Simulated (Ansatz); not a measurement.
# Rb: pressure up to the limit of the methods

An exercise on one series of results from a longer session: the logs are not shown, and one member is left open.

Method: DFT PBE, with the methods named in each step, in Ansatz 0.2.0.

### Starting point

Symmetry: P6/mmm, No. 191, hexagonal system. Conventional cell: a = 7.988 Å, b = 7.988 Å, c = 4.953 Å, α = 90.00°, β = 90.00°, γ = 120.00°.

Structure file:

```xyz
3
Lattice="7.9881 0.0000 0.0000 -3.9941 6.9179 0.0000 0.0000 0.0000 4.9526" Properties=species:S:1:pos:R:3 pbc="T T T"
Rb    0.0000    0.0000    0.0000
Rb    0.0000    4.6119    2.4763
Rb    3.9941    2.3060    2.4763
```

Whether this phase is the stable one at these pressures isn't tested.

Atoms are numbered in the order of the input: Rb1, Rb2, Rb3.

Set-up of the first run:

Contents of input.yaml:

```yaml
crystal:
  lattice:
    - [7.988108393, 0.0, 0.0]
    - [-3.9940541965, 6.9179047965, 0.0]
    - [0.0, 0.0, 4.9526272037]
  atoms:
    - { symbol: Rb, position: [0.0, 0.0, 0.0] }
    - { symbol: Rb, position: [0.3333333333, 0.6666666667, 0.5] }
    - { symbol: Rb, position: [0.6666666667, 0.3333333333, 0.5] }
kpoints:
  mp_grid: { grid: [5, 5, 7] }
scf:
  occupations: { method: fermi_dirac, width: 0.05 }
hamiltonian:
  xc: pbe
  pseudopotentials: { kind: paw }
output:
  forces: true
  stress: true
relax:
  f_tol: 0.005
  max_steps: 40
  cell: {}
```

Command:

```
$ ansatz run input.yaml --threads 1 --pin off --max-ram 3072MiB --backend cpu --events-out ev --progress --plain --runs-dir out
```

Steps of the session up to this table: Cell relaxed at zero pressure, PAW; Volume scaled by 1, PAW; Volume scaled by 1, PAW (level accurate); Shape and atoms relaxed at 0.76 of the volume, PAW; Volume scaled by 0.76, PAW; Shape and atoms relaxed at 0.68 of the volume, PAW; Volume scaled by 0.68, PAW; Shape and atoms relaxed at 0.6 of the volume, PAW; Volume scaled by 0.6, PAW; Shape and atoms relaxed at 0.45 of the volume, PAW; Volume scaled by 0.45, PAW; Volume scaled by 0.45, PAW (level accurate).

One of the session's tables, all rows but one given; the rest of the session is left out.

| method | volume over the first | volume (Å³/atom) | pressure (GPa) |
| --- | --- | --- | --- |
| PAW | 1 | 91.592 | 0.00 |
| PAW | 0.76 | 69.610 | 1.26 |
| PAW | 0.68 | ? | ? |
| PAW | 0.6 | 54.955 | 3.54 |
| PAW | 0.45 | 41.216 | 8.74 |
| PAW (level accurate) | 1 | 91.592 | 0.00 |
| PAW (level accurate) | 0.45 | 41.216 | 8.74 |

Q: Estimate the row for PAW, 0.68 from the others.

The run gave: volume (Å³/atom): 62.283; pressure (GPa): 2.16. In the column «volume (Å³/atom)» it lies between PAW, 0.6 (54.955) and PAW, 0.76 (69.610).
